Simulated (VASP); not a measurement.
The system is SiRu.

```
Si Ru
1.0
     4.70860    0.00000    0.00000
     0.00000    4.70860    0.00000
     0.00000    0.00000    4.70860
Si Ru
4 4
Direct
  0.16242 0.33758 0.66242
  0.33758 0.66242 0.16242
  0.66242 0.16242 0.33758
  0.83758 0.83758 0.83758
  0.87059 0.62941 0.37059
  0.62941 0.37059 0.87059
  0.37059 0.87059 0.62941
  0.12941 0.12941 0.12941
```

The cell comes from a database or a generator and needn't be the stable form of this composition.

* Program: VASP 6.6.1
* Task: relaxation of cell and atoms
* Functional: LDA
* Potentials or basis: VASP PAW LDA potentials, release 64 (Si, Ru_pv)
* Cutoff: 600 eV
* k mesh: 8 × 8 × 8
* Occupations: gaussian, width 0.1 eV
* Spin: no spin polarisation

At the start: pressure -6.2 GPa; volume 13.05 Å³/atom.

Problem. Where does the relaxation end?

Solution. Over 10 steps the energy falls by 6.5 meV/atom and the volume is 12.71 Å³/atom (-2.6 %); space group P2_13 (No. 198, to 0.05 Å).

Step by step:
```
step  energy change (eV)  largest force (eV/Å)  pressure (GPa)  volume (Å³)
   1              0.0000                0.0543           -6.18       104.39
   2              0.1858                0.5215           15.53        96.97
   3             -0.0480                0.1123           -0.16       102.01
   4             -0.0480                0.1158           -0.02       101.96
   5             -0.0502                0.0765           -0.01       101.86
   6             -0.0518                0.0076            0.04       101.67
   7             -0.0518                0.0087            0.04       101.66
   8             -0.0518                0.0043           -0.11       101.71
   9             -0.0518                0.0054           -0.04       101.69
  10             -0.0518                0.0044            0.02       101.67
```

Final structure:
```yaml
crystal:
  lattice:
    - [4.66731, 0.00000, 0.00000]
    - [0.00000, 4.66731, 0.00000]
    - [0.00000, 0.00000, 4.66731]
  atoms:
    - { symbol: Si, position: [0.16185, 0.33815, 0.66185] }
    - { symbol: Si, position: [0.33815, 0.66185, 0.16185] }
    - { symbol: Si, position: [0.66185, 0.16185, 0.33815] }
    - { symbol: Si, position: [0.83815, 0.83815, 0.83815] }
    - { symbol: Ru, position: [0.86893, 0.63107, 0.36893] }
    - { symbol: Ru, position: [0.63107, 0.36893, 0.86893] }
    - { symbol: Ru, position: [0.36893, 0.86893, 0.63107] }
    - { symbol: Ru, position: [0.13107, 0.13107, 0.13107] }
```
